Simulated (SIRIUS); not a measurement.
## NiO in SIRIUS: convergence with radial points in a sphere

NiO:

```xyz
2
Lattice="0.0000 2.0859 2.0859 2.0859 0.0000 2.0859 2.0859 2.0859 0.0000" Properties=species:S:1:pos:R:3 pbc="T T T"
Ni    0.0000    0.0000    0.0000
O     2.0859    2.0859    2.0859
```

- Program: SIRIUS 7.12.0
- Task: convergence study
- Functional: PBE
- Potentials or basis: all-electron FP-LAPW
- Cutoff: 294 eV
- Basis: apw+lo standard
- k mesh: 11 × 11 × 11
- Occupations: fermi-dirac, width 0.05 eV
- Spin: collinear spin, ferromagnetic start
- Starting moments: [1.0, 0.0] μB

These are the settings of the first run; the series varies radial points in a sphere, with any setting tied to it.

Hardware: 1 thread of Arm Neoverse V1, with other jobs on the host.

```
radial points in a sphere  energy less the tightest run, at zero smearing (meV/atom)  SCF cycles  CPU time (s)  peak memory (GiB)
                      200                                                       0.57          19           150               0.61
                      300                                                      -0.75          18           150               0.64
                      450                                                      -0.20          20           170               0.69
                      700                                                      -0.04          20           190               0.79
                     1000                                                       0.00          18           190               0.89
                     1500                                                       0.00          23           260                1.1
```

Against the tightest run, the energy stays within 1 meV/atom from 200 on. The tightest run that finished is the yardstick and may itself not be fully converged.

Caveat, for the tightest run too: a cell with one magnetic atom can't hold antiferromagnetic order, which such compounds often take.
